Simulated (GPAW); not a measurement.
The system is Al2Au.

```
CELL_PARAMETERS angstrom
0.00000 3.00000 3.00000
3.00000 0.00000 3.00000
3.00000 3.00000 0.00000
ATOMIC_POSITIONS crystal
Au 0.00000 0.00000 0.00000
Al 0.75000 0.75000 0.75000
Al 0.25000 0.25000 0.25000
```

Program: GPAW 26.7.0. Alike in all runs: task band structure; no spin polarisation; cell as given; k mesh 8 × 8 × 8; cutoff (eV) 600; smearing fermi-dirac 0.05 eV.

**Question.** Order these runs on this cell by their pressure, lowest first.
A. level SCAN; potentials or basis GPAW PAW data sets (gpaw-data 1.2.1), pw
B. level PBEsol; potentials or basis PAW data sets generated in the run's folder for this functional, pw
C. level RPBE; potentials or basis the program's PAW data sets (release 1.2.1) made for this functional, pw
D. level PW91; potentials or basis PAW data sets generated in the run's folder for this functional, pw

**Answer.** A (-1.3 GPa), B (0.5 GPa), D (3.5 GPa), C (5.8 GPa).

Caveats: the PAW data sets were made with another functional, which shifts forces and pressure a little (some runs).

Not every run made on this cell is shown here.
